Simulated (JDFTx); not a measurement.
Ir:

```
Ir
1.0
     0.00000    1.91560    1.91560
     1.91560    0.00000    1.91560
     1.91560    1.91560    0.00000
Ir
1
Direct
  0.00000 0.00000 0.00000
```

```yaml
Program: JDFTx 1.7.0 (patched build)
Task: relaxation of cell and atoms
Functional: PBE
Potentials_or_basis: SPMS-PBE-1.0 with smoothed tails
Cutoff: 1088 eV
Density_cutoff: 4354 eV
k_mesh: 12 × 12 × 12
Occupations: fermi-dirac, width 0.05 eV
Spin: no spin polarisation
```

At the start: pressure 10.5 GPa; volume 14.06 Å³/atom.

Problem. How do energy, volume and symmetry change on relaxing?

Solution. Over 6 steps the energy falls by 12.8 meV/atom and the volume is 14.46 Å³/atom (+2.8 %); space group Fm-3m (No. 225, to 0.05 Å).

Step by step:
```csv
step,energy change (eV),largest force (eV/Å),pressure (GPa),volume (Å³)
1,0.0000,0.0000,10.55,14.06
2,-0.0041,0.0000,8.60,14.13
3,-0.0127,0.0000,0.72,14.43
4,-0.0128,0.0000,0.08,14.46
5,-0.0128,0.0000,0.01,14.46
6,-0.0128,0.0000,0.00,14.46
```

Final structure:
```cif
data_structure
_symmetry_space_group_name_H-M 'P 1'
_symmetry_Int_Tables_number 1
_cell_length_a 2.7346
_cell_length_b 2.7346
_cell_length_c 2.7346
_cell_angle_alpha 60.000
_cell_angle_beta 60.000
_cell_angle_gamma 60.000
_cell_volume 14.46
loop_
_atom_site_label
_atom_site_type_symbol
_atom_site_fract_x
_atom_site_fract_y
_atom_site_fract_z
_atom_site_occupancy
Ir1 Ir 0.00000 0.00000 0.00000 1
```
